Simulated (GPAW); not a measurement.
# Zn K ELNES/XANES of ZnO (zincite, P6_3mc) from DFT, part 2 of 2

How does the Zn K edge of ZnO (zincite, P6_3mc) move when the bonds are compressed or stretched?

GPAW 26.7.0; X-ray absorption from dipole matrix elements to empty bands, plane-wave PAW revPBE.

So far. Step 8 (Spectrum with FCH, Zn atom 1): Against the first run the r.m.s. difference is 4 %. The highest intensity below 24 eV stays at 11.4 eV. Step 10 (Spectrum with FCH, Zn atom 1): The scaled spectrum changes by 4 % r.m.s. The highest intensity below 24 eV goes from 11.4 eV (2.28) to 11.2 eV (2.27).

## 12. Spectrum with FCH, Zn atom 1

Changed against the first core-hole run: volume scale from 1 to 1.06.

Contents of xas.py:

```python
import numpy as np
from ase import Atoms
from ase.parallel import parprint, paropen
from gpaw import GPAW, PW, FermiDirac, Mixer, MixerDif, setup_paths
from gpaw.test import gen
setup_paths.insert(0, '.')
gen('Zn', name='fch1s', xcname='revPBE', corehole=(1, 0, 1), write_xml=True)
from gpaw.mpi import world
world.barrier()

atoms = Atoms('Zn6O6',
    cell=[[0, -5.73834685, 0],
     [4.96955415, -2.86917343, 0],
     [-1.65651805, 2.86917343, 5.30780765]],
    scaled_positions=[[0.66666667, 0.33333333, 0],
     [0, 0.66666667, 0],
     [0.33333333, 0, 0],
     [0.83333333, 0.16666667, 0.5],
     [0.16666667, 0.5, 0.5],
     [0.5, 0.83333333, 0.5],
     [0.95967, 0.29300333, 0.87901],
     [0.29300333, 0.62633667, 0.87901],
     [0.62633667, 0.95967, 0.87901],
     [0.79300333, 0.45967, 0.37901],
     [0.12633667, 0.79300333, 0.37901],
     [0.45967, 0.12633667, 0.37901]],
    pbc=True)
atoms.calc = calc = GPAW(legacy_gpaw=True, mode=PW(500, force_complex_dtype=True), xc='revPBE', setups={0: 'fch1s'},
    kpts={'size': (4, 4, 4), 'gamma': True}, occupations=FermiDirac(0.02),
    charge=0, mixer=Mixer(0.1, 5, 50), maxiter=150,
    convergence={'density': 0.0001, 'eigenstates': 1e-6}, txt='scf.txt')
energy = atoms.get_potential_energy() + calc.get_reference_energy()
ef = calc.get_fermi_level()
out = dict(energy=energy, fermi=ef, forces=atoms.get_forces().tolist())
parprint(f'all-electron energy {energy:.4f} eV, Fermi level {ef:.4f} eV')
ev = np.array([[calc.get_eigenvalues(k, s) for k in range(len(calc.get_ibz_k_points()))] for s in range(calc.get_number_of_spins())])
out['homo'], out['lumo'], out['counts'] = ev[ev < ef].max(), ev[ev > ef].min(), sorted(set((ev < ef).sum((0, 2)).tolist()))
out['filled'] = (ev[:, 0] < ef).sum(1).tolist()

from ase.units import Ha
from gpaw.xas import dipole_matrix_elements
nb = int(calc.get_number_of_electrons() / 2) + 93
top, nb = nb, nb + 8 + nb // 12
nscf = calc.fixed_density(kpts={'size': (5, 5, 5), 'gamma': True}, nbands=nb,
    convergence={'bands': top, 'eigenstates': 5e-3}, maxiter=60, txt='nscf.txt')
cell = atoms.cell.array
ops = [cell.T @ U.T @ np.linalg.inv(cell.T) for U in nscf.wfs.kd.symmetry.op_scc]
filled = [54]  # bands filled in the ground state, by spin
E = np.arange(-6, 34, 0.1)
fwhm = np.interp(E, [4, 25], [1.67, 3.5])
Y, X, zero, highest = 0, 0, 1e9, 1e9
for spin in range(nscf.get_number_of_spins()):
    wfs = nscf.wfs
    mine = wfs.bd.get_slice()  # this rank's bands
    A = dipole_matrix_elements(wfs.setups[0])
    eps = np.zeros((wfs.kd.nibzkpts, nb))
    d = np.zeros((3, A.shape[1], wfs.kd.nibzkpts, nb), complex)
    for kpt in wfs.kpt_u:
        if kpt.s == spin and 0 in kpt.P_ani:
            eps[kpt.k, mine] = kpt.eps_n * Ha
            d[:, :, kpt.k, mine] = (kpt.weight * wfs.nspins / 2) ** 0.5 * np.inner(A, kpt.P_ani[0])
    world.sum(eps)
    world.sum(d)
    T = np.einsum('amkn,bmkn->abkn', d, d.conj()).real
    T = sum(np.einsum('ai,ijkn,bj->abkn', R, T, R) for R in ops) / len(ops)
    empty = np.ones_like(eps, bool) & (np.arange(nb) >= filled[spin])
    zero, highest = min(zero, eps[empty].min()), min(highest, eps[:, top - 1].min())
    lines = [(eps, T, empty)] if spin == 0 else lines + [(eps, T, empty)]
for eps, T, empty in lines:
    f = np.einsum('aakn->akn', T).reshape(3, -1)
    x = eps.ravel() - zero
    w = np.interp(x, E, fwhm) / 2.35482
    g = np.exp(-0.5 * ((E[:, None] - x) / w) ** 2) / (w * (2 * np.pi) ** 0.5)
    Y = Y + (f * empty.ravel()) @ g.T
    X = X + (f * ~empty.ravel()) @ g.T
out.update(E=E.round(2).tolist(), xas=Y.tolist(), xes=X.tolist(), zero=zero, valid=highest - zero, nk=len(eps), nb=nb)
for i in range(0, len(E), 10):
    parprint(f'{E[i]:7.2f}', *(f'{v:10.3e}' for v in Y[:, i]))
import json
with paropen('out.json', 'w') as f:
    json.dump(out, f)
```

On the command line:

```console
$ OMP_NUM_THREADS=1 mpirun -n 4 gpaw python xas.py
```

Run time: 3.9 min. Hardware: 4 MPI ranks of Arm Neoverse V2, shared host; peak memory 0.62 GiB.

```tsv
E (eV)	first run	this run
-2.0	0.00	0.00
-1.0	0.00	0.00
0.0	0.00	0.00
1.0	0.01	0.01
2.0	0.03	0.03
3.0	0.12	0.12
4.0	0.43	0.43
5.0	0.82	0.80
6.0	1.10	1.13
7.0	1.31	1.45
8.0	1.42	1.55
9.0	1.51	1.61
10.0	1.87	1.97
11.0	2.25	2.26
12.0	2.10	1.94
13.0	1.48	1.31
14.0	1.13	1.00
15.0	0.95	0.80
16.0	0.73	0.63
17.0	0.62	0.61
18.0	0.67	0.73
19.0	0.84	0.95
20.0	1.06	1.13
21.0	1.18	1.17
22.0	1.17	1.09
23.0	1.08	0.99
24.0	0.99	0.90
25.0	0.92	0.84
26.0	0.86	0.78
27.0	0.81	0.77
28.0	0.80	0.78
29.0	0.81	0.79
30.0	0.81	0.77
31.0	0.78	0.72
32.0	0.72	0.66
```

Against the first run the r.m.s. difference is 8 %. The highest intensity below 24 eV goes from 11.4 eV (2.28) to 11.0 eV (2.26).

The photon energy of the zero moves by -0.09 eV.

## 13. The volumes side by side

```tsv
volume	nearest distance (Å)	shift of the zero (eV)	maximum 1 (eV above own zero)	maximum 2 (eV above own zero)
0.94	1.933	+0.12	11.6	22.0
0.97	1.953	+0.06	11.4	21.8
1	1.973	+0.00	11.4	21.4
1.03	1.993	-0.05	11.2	21.0
1.06	2.012	-0.09	11.0	20.8
```

The curves, each shifted by its zero's change so that they share one photon-energy axis, counted from the zero at V × 1:

```tsv
E (eV)	V × 0.94	V × 0.97	V × 1	V × 1.03	V × 1.06
-2.0	0.00	0.00	0.00	0.00	0.00
-1.0	0.00	0.00	0.00	0.00	0.00
0.0	0.00	0.00	0.00	0.00	0.00
1.0	0.01	0.01	0.01	0.01	0.01
2.0	0.03	0.03	0.03	0.03	0.04
3.0	0.10	0.11	0.12	0.13	0.14
4.0	0.38	0.41	0.43	0.45	0.46
5.0	0.79	0.80	0.82	0.83	0.83
6.0	1.05	1.07	1.10	1.13	1.16
7.0	1.16	1.23	1.31	1.39	1.47
8.0	1.27	1.35	1.42	1.49	1.55
9.0	1.38	1.45	1.51	1.57	1.63
10.0	1.69	1.78	1.87	1.94	2.01
11.0	2.13	2.20	2.25	2.26	2.26
12.0	2.25	2.19	2.10	2.00	1.88
13.0	1.74	1.61	1.48	1.37	1.27
14.0	1.26	1.20	1.13	1.06	0.99
15.0	1.12	1.04	0.95	0.86	0.78
16.0	0.92	0.82	0.73	0.67	0.62
17.0	0.70	0.65	0.62	0.61	0.61
18.0	0.63	0.64	0.67	0.70	0.75
19.0	0.73	0.78	0.84	0.91	0.97
20.0	0.93	1.00	1.06	1.11	1.14
21.0	1.11	1.16	1.18	1.18	1.17
22.0	1.20	1.20	1.17	1.13	1.08
23.0	1.17	1.13	1.08	1.03	0.98
24.0	1.09	1.04	0.99	0.94	0.90
25.0	1.02	0.97	0.92	0.87	0.83
26.0	0.96	0.90	0.86	0.81	0.78
27.0	0.89	0.85	0.81	0.78	0.77
28.0	0.85	0.82	0.80	0.79	0.78
29.0	0.83	0.82	0.81	0.80	0.79
30.0	0.84	0.83	0.81	0.79	0.77
31.0	0.84	0.81	0.78	0.75	0.71
32.0	0.81	0.77	0.72	0.68	0.65
```

## 14. Results

| Item | Value |
| --- | --- |
| absorber and edge | Zn K, atom 1 of the ground-state input (counted from 1) |
| surroundings | 4 O at 1.97 Å (tetrahedral, site symmetry 3m) |
| highest intensity below 24 eV | 11.4 eV above the zero, height 2.28 |
| photon energy of the zero, with the added terms | 9659.6 eV (raw 9690.5 eV; uncertain by a few eV) |

**Reading.** From V × 0.94 to V × 1.06 the nearest distance grows by 0.079 Å and the zero moves by -0.21 eV. Above their own zero, the maxima move from 11.6 to 11.0 eV and from 22.0 to 20.8 eV. The one highest in energy moves most, in the direction that the rule ΔE·R² ≈ constant for scattering resonances gives. The Zn K edge of atom 1, with 4 O at 1.97 Å (tetrahedral, site symmetry 3m), has its highest intensity of the first 24 eV at 11.4 eV above the zero, near 9671 eV in photon energy (uncertain by a few eV), 2.3 times the mean level of the first 20 eV (Gaussian full width 1.67 eV up to 4 eV, rising linearly to 3.5 eV at 25 eV). At the Zn K edge of atom 1 polarisation matters most near 11.6 eV, where the curves differ by 1.8 on this scale. The script folds with a Gaussian, whereas the core hole's own line is a Lorentzian, so the onset is too steep and the first peak too high. The holes are only 5.6 Å apart, so the shape is probably not converged with cell size; no larger cell was run here. The structure is a published determination, not relaxed.

[Logs are printed without paths, hosts, clocks, repeated set-up lines and the standing remarks that a program may print on its own settings, such as how far it seeks lower states.]

[Hosts, paths, dates, database ids (printed as entryN), source tags and the programs' standing remarks are cut or masked in the printed files.]

[Lists of maxima count a maximum above −3 eV only where it reaches 4 % of the highest in the window and stands out from its surroundings by 2 % of it (1.5 % where it reaches 55 %); shoulders and weaker maxima are passed over, and of the rest the first, up to two pre-edge ones and the few strongest are named.]
